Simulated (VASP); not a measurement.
A run of VASP 6.6.1:

File INCAR:

```
ALGO     = Normal         # electronic algorithm
EDIFF    = 1E-6           # SCF threshold, eV
EDIFFG   = -0.01          # ionic threshold
ENCUT    = 600            # plane-wave cutoff, eV
GGA      = PE             # functional
IBRION   = 2              # ionic algorithm
ISIF     = 3              # what is computed and relaxed
ISMEAR   = 1              # smearing method
IVDW     = 12             # dispersion correction
KPAR     = 2            
LASPH    = True           # aspherical terms in the spheres
LCHARG   = False          # write CHGCAR
LREAL    = False          # projectors in reciprocal space
LWAVE    = False          # write WAVECAR
NELM     = 80             # most SCF steps
NSW      = 90             # ionic steps
PREC     = Accurate       # precision mode
SIGMA    = 0.1            # smearing width, eV
```

The input KPOINTS:

```
k-points
0
Gamma
  12 12 6
```

POSCAR

```
TiSe2
1.0
    3.5360000000      0.0000000000      0.0000000000
   -1.7680000000      3.0622658278      0.0000000000
    0.0000000000      0.0000000000      6.0040000000
Ti Se
1 2
Direct
    0.0000000000      0.0000000000      0.0000000000
    0.3333333333      0.6666666667      0.2552000000
    0.6666666667      0.3333333333      0.7448000000
```

Potentials or basis: VASP PAW PBE potentials, release 64 (Ti_sv, Se).

Command:

```console
$ cat potpaw_PBE.64/Ti_sv/POTCAR potpaw_PBE.64/Se/POTCAR > POTCAR
$ mpirun -np 2 vasp_std > vasp.out
```

Hardware: 2 MPI ranks on AMD EPYC 9R14 (Zen 4) (shared host).

Task: Estimate the wall time of this run.

Result: Run time: 4.3 min on 2 MPI ranks on AMD EPYC 9R14 (Zen 4), on a shared host, peak memory 0.28 GiB a rank. Counts: scf iterations 91, k points 100, ion steps 10.
